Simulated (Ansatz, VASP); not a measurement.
This is a calculation of Ga for VASP 6.6.1.

Contents of INCAR:

```
  ALGO = Normal
  EDIFF = 1E-7
  ENCUT = 520
  GGA = PE
  ISIF = 2
  ISMEAR = -1
  LASPH = T
  LCHARG = F
  LREAL = F
  LWAVE = F
  NBANDS = 12
  NELM = 80
  PREC = Accurate
  SIGMA = 0.05
```

File KPOINTS:

```
k-points
0
Gamma
  13 13 13
```

Contents of POSCAR:

```
Ga
1.0
   -1.3843987196      1.3843987196      2.3112238365
    1.3843987196     -1.3843987196      2.3112238365
    1.3843987196      1.3843987196     -2.3112238365
Ga
1
Direct
    0.0000000000      0.0000000000      0.0000000000
```

Potentials or basis: VASP PAW PBE potentials, release 64 (Ga_d).

Command:

```console
$ cat potpaw_PBE.64/Ga_d/POTCAR > POTCAR
$ mpirun -np 1 vasp_std > vasp.out
```

Task: Translate it to Ansatz 0.2.0. Potentials there: all-electron LAPW, scalar-relativistic.

Result: As run (the cutoff follows the program's own potentials):

The input input.yaml:

```yaml
crystal:
  lattice:
    - [-1.3843987196, 1.3843987196, 2.3112238365]
    - [1.3843987196, -1.3843987196, 2.3112238365]
    - [1.3843987196, 1.3843987196, -2.3112238365]
  atoms:
    - { symbol: Ga, position: [0.0, 0.0, 0.0] }
kpoints:
  mp_grid: { grid: [13, 13, 13] }
scf:
  occupations: { method: fermi_dirac, width: 0.05 }
hamiltonian:
  xc: pbe
  pseudopotentials: { kind: all_electron, lapw: { basis_error: 0.0005 } }
output:
  forces: true
  stress: true
  eigenvalues: true
```

Potentials or basis: all-electron LAPW, scalar-relativistic.

Command:

```bash
$ ansatz run input.yaml --threads 1 --pin off --max-ram 2560MiB --backend cpu --events-out ev --progress --plain --runs-dir out
```

Both were run:

|  | VASP | Ansatz | Ansatz less VASP |
| --- | --- | --- | --- |
| gap on the k mesh at the Fermi level (eV) | none | none | - |
| pressure (GPa) | 3.6 | 3.5 | -0.07 |
| largest component of the traceless stress (GPa) | 0.33 | 0.30 | -0.034 |

A gap of «none» marks a metal or a gap that the smearing closes. Ansatz ran all-electron here, so the differences hold the error of VASP's frozen core and of both bases.
